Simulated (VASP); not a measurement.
# Au under changes of volume

One of the cells (18.127 Å³/atom); the others are scaled copies at fixed shape and fractional positions:

```
Au
1.0
     2.91921    0.00000    0.00000
    -1.45960    2.52811    0.00000
     0.00000    0.00000    4.91232
Au
2
Direct
  0.66667 0.33333 0.25000
  0.33333 0.66667 0.75000
```

This isn't the form of Au at room conditions, which is fcc.

| Quantity | Value |
| --- | --- |
| Program | VASP 6.6.1 |
| Functional | PBE |
| Potentials or basis | VASP PAW PBE potentials, release 64 (Au) |
| Cutoff | 520 eV |
| k mesh | 11 × 11 × 6 |
| Occupations | fermi-dirac, width 0.05 eV |
| Spin | no spin polarisation |

```tsv
volume (Å³/atom)	energy over the lowest point (meV/atom)	pressure (GPa)
16.705	46.26	12.5
17.060	22.87	8.4
17.416	8.03	4.8
18.127	0.00	-1.2
18.482	5.08	-3.6
18.837	?	?
```

**Question.** What does the run at 18.837 Å³/atom give?

**Answer.** Energy over the lowest point 15.19 meV/atom; pressure -5.7 GPa.

Worked out: A Birch-Murnaghan fit of order 3 (a polynomial in V^(-2/3)) to the other rows has its minimum at 17.99 Å³/atom with B0 = V·E''(V) = 139 GPa and B' = 5.6 at fixed shape and positions, which overstates the stiffness. It gives 15.21 meV/atom at 18.837 Å³/atom, against the run's 15.19, and -dE/dV = -5.6 GPa, against -5.7.

Energies are extrapolated to zero smearing.
